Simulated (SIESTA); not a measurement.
**Hf in SIESTA: the effect of basis**

Hf:

```
CELL_PARAMETERS angstrom
0.00000 2.22000 2.22000
2.22000 0.00000 2.22000
2.22000 2.22000 0.00000
ATOMIC_POSITIONS crystal
Hf 0.00000 0.00000 0.00000
```

This isn't the form of Hf at room conditions, which is hcp.

Alike in all runs:

| Property | Result |
| --- | --- |
| Program | SIESTA 5.4.2 |
| Task | band structure |
| Functional | PBEsol |
| Potentials or basis | PseudoDojo 0.4 standard (PBEsol files) |
| Grid cutoff | 800 Ry |
| Energy shift | 0.003 Ry |
| k mesh | 10 × 10 × 10 |
| Occupations | fermi-dirac, width 0.05 eV |
| Spin | no spin polarisation |

```csv
basis,pressure (GPa)
SZ,?
SZP,-1.5
DZ,-1.0
DZP,-0.7
TZP,-1.3
TZDP,-1.2
```

Q: What does the run with basis SZ give?

A: Pressure -13.8 GPa.

Caveats: short orbitals over semicore shells can move pressures by several GPa; the basis of atomic orbitals isn't converged, which shifts pressures, moduli and gaps; the basis has no polarisation orbitals (some runs).
